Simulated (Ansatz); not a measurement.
**SnO₂ films: biaxial stress and wafer bow**

Plane-wave DFT in Ansatz, PBEsol, scalar-relativistic PAW potentials, cutoff 420 eV, no spin-orbit coupling; no spin polarisation. SnO₂ in space group P4_2/mnm, strained equally along a and b of the conventional cell, with c and the atoms relaxed within the symmetry (a film with c along the normal). Stress is the in-plane mean, tension positive.

```tsv
strain (%)	stress (GPa)	E − E(0) (meV/atom)
-4.5	-14.76	48.5
-3.0	-9.53	21.1
-1.5	?	5.2
+0.0	-0.04	0.0
+1.5	4.06	4.6
+3.0	7.62	18.2
+4.5	10.58	39.3
```

Q: Fit the stress, get the biaxial modulus and predict the missing row.

A: A parabola through the given rows is σ = -0.01 + 2.830 ε -0.1030 ε² GPa (ε in %), so M = dσ/dε = 283 GPa at zero. It predicts -4.49 GPa at -1.5 %; the run gave -4.60 GPa. The miss is 0.11 GPa, so the fit holds. The negative square term means that the film is stiffer in compression than in tension. The energies check it: E/V = Mε² at small strain, and a cubic fit with V = 12.17 Å³/atom gives M = 285 GPa, in agreement.

Q: How much does a 20 nm film at +0.5 % strain bow a 300 mm Si(001) wafer 775 μm thick?

A: The fit, without its small constant, gives σ = 1.39 GPa. Stoney's formula, κ = 6σt_f/(M_s t_s²) with M_s = 180.5 GPa for Si(001) (literature), gives |κ| = 1.54×10⁻³ m⁻¹ and a bow κr²/2 = 17.3 μm at r = 150 mm, with the film side concave (tension pulls the edges up). This assumes a single-crystal or fully textured, unrelaxed film at 0 K.

Cost: about 2.9 core-minutes for the runs cited, on Intel Xeon Platinum 8488C (Sapphire Rapids) (shared hosts).

Compression costs more than tension at every matched pair of strains, in both stress and energy: 48.5 against 39.3 meV/atom at the largest. This is the usual anharmonicity of polar Sn–O bonds: short-range repulsion between the ion cores and the closed oxygen shells steepens as the bonds shorten, while the restoring force weakens as they stretch. Relaxation along c relieves part of the load, so the modulus describes a film free to change its thickness, not one clamped in all directions.

The modulus of 283 GPa lies somewhat below what the measured elastic constants of cassiterite give, probably because PBEsol slightly overestimates the volume and so softens the lattice. The predicted bow would then be somewhat too small for the same strain, since at +0.5 % the response is still nearly linear.

The smooth compressive branch doesn't show that the rutile structure survives there: SnO₂ is known to distort to the orthorhombic CaCl₂ type under pressure, and the imposed tetragonal symmetry rules out that octahedral rotation.
